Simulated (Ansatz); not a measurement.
Consider RuO2 in the rutile structure (space group P4_2/mnm, No. 136; a = 4.525 Å, c = 3.120 Å).

(Cell as relaxed with PBE.)

Levels (all Ansatz, a first-principles code, PAW, earlier PAW set): PBE (420 eV, without spin-orbit coupling); PBEsol (420 eV, no SOC).

Each level relaxes its own structure.

```tsv
base	PBE	PBEsol
volume per atom	10.64 Å³	10.29 Å³
lattice parameter a	4.525 Å	4.467 Å
band gap	zero	zero
```

The change: cell and atoms relaxed at a pressure of 15 GPa.

```tsv
quantity	PBE	PBEsol
shortest interatomic distance	1.916 Å	…
c/a ratio	0.698	…
band gap	zero	…
```

Q: Given the PBE results, estimate those of PBEsol.

A: 
- shortest interatomic distance, PBEsol: 1.898 Å
- c/a ratio, PBEsol: 0.701
- band gap, PBEsol: zero

PBE's shortest interatomic distance lies 0.018 Å above PBEsol's (0.9 %); PBE's c/a ratio lies 0.003 below PBEsol's; the two agree on the band gap. Neither level is exact; PBEsol is the comparison here, not a measurement.

Load acts through the strain it causes; cell and atoms are relaxed under it. No phonon test of stability was made. No other phases were tried under pressure. No Hubbard U is applied, and correlation can decide whether such a compound is a metal. All final runs are without spin polarisation.
